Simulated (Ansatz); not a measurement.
Consider the formal exchange of groups at the Si–O bond: `C[Si](O)(O)[SiH3]` + `CC(N)=O` → `C[Si](N)(O)[SiH3]` + `CC(=O)O`.

Program: Ansatz. Geometries: PBE0-D4/def2-TZVP. ΔE: electronic, gas phase. CCSD(T)/CBS adds triple-zeta CCSD(T) − MP2 to the extrapolated MP2 energy (def2 sets, frozen cores). DFT in def2-TZVPP. B3LYP here is the variant with VWN-RPA as its local correlation; programs differ in this. Each species was taken in one conformer, which may not be the lowest.

`C[Si](O)(O)[SiH3]`:

Z-matrix (Å, degrees):
```
C
Si 1 1.866
H 1 1.094 2 111.0
H 1 1.093 2 110.5 3 119.8
H 1 1.094 2 111.5 3 -120.5
O 2 1.643 1 112.3 3 -61.3
O 2 1.655 1 109.3 3 56.5
Si 2 2.347 1 111.8 3 -179.5
H 6 0.959 2 117.2 1 77.0
H 7 0.958 2 117.6 1 33.8
H 8 1.489 2 111.3 1 58.8
H 8 1.487 2 111.5 1 -179.6
H 8 1.492 2 109.5 1 -60.0
```

`CC(N)=O`:

```xyz
9

C     0.211    0.699   -0.825
C     0.311   -0.523    0.054
N    -0.534   -0.555    1.116
O     1.091   -1.422   -0.178
H    -0.130    0.385   -1.813
H    -0.465    1.465   -0.442
H     1.208    1.123   -0.942
H    -1.182    0.185    1.308
H    -0.510   -1.358    1.720
```

`C[Si](N)(O)[SiH3]`:

Z-matrix (Å, degrees):
```
C
Si 1 1.866
H 1 1.094 2 110.9
H 1 1.093 2 111.3 3 120.5
H 1 1.092 2 110.5 3 -119.7
N 2 1.721 1 106.0 3 -54.7
O 2 1.653 1 112.7 3 65.2
Si 2 2.347 1 112.1 3 -179.1
H 6 1.007 2 121.6 1 -169.6
H 6 1.007 2 120.3 1 -21.1
H 7 0.960 2 115.7 1 -73.4
H 8 1.492 2 109.8 1 53.4
H 8 1.491 2 110.6 1 171.8
H 8 1.489 2 112.9 1 -66.8
```

`CC(=O)O`:

Cartesian coordinates in Å:
```
C 0.686 0.503 0.446
C -0.180 -0.320 -0.453
O 0.146 -0.791 -1.508
O -1.413 -0.486 0.061
H 0.229 1.481 0.604
H 0.767 0.021 1.423
H 1.671 0.616 0.002
H -1.905 -1.024 -0.575
```

| level | ΔE (kJ/mol) | difference from CCSD(T)/CBS |
| --- | --- | --- |
| PBE-D4 | 36.6 | -2.1 |
| r2SCAN-D4 | 39.8 | 1.1 |
| PBE0-D4 | 38.1 | -0.6 |
| B3LYP-D4 | 41.0 | 2.3 |
| ωB97X-V | 37.7 | -1.0 |
| ωB97M-V | 37.2 | -1.5 |
| B2PLYP | 40.9 | 2.2 |
| PBE | 37.4 | -1.3 |
| r2SCAN | 40.1 | 1.4 |
| PBE0 | 38.8 | 0.1 |
| B3LYP | 42.2 | 3.5 |
| HF/def2-TZVPP | 43.0 | 4.3 |
| MP2/def2-TZVPP | 38.7 | 0.0 |
| SCS-MP2/def2-TZVPP | 38.4 | -0.3 |
| CCSD/def2-TZVPP | 37.5 | -1.2 |
| CCSD(T)/def2-TZVPP | 36.3 | -2.4 |
| HF/def2-QZVPP | 43.6 | 4.9 |
| MP2/def2-QZVPP | 40.3 | 1.6 |
| SCS-MP2/def2-QZVPP | 40.0 | 1.3 |
| HF/CBS(def2) | 43.7 | 5.0 |
| MP2/CBS(def2) | 41.0 | 2.3 |
| CCSD/CBS(def2) | 39.9 | 1.2 |
| CCSD(T)/CBS | 38.7 | 0 |

Largest T1 diagnostic among the species: 0.015.

In def2-TZVPP, CCSD(T) changes the Hartree–Fock value by −6.7 kJ/mol (the triples alone add −1.2 kJ/mol) and MP2 by −4.3 kJ/mol.

CCSD(T)/CBS has its own doubt, a few kJ/mol and more with outer-core shells, so smaller differences from it don't rank the levels.
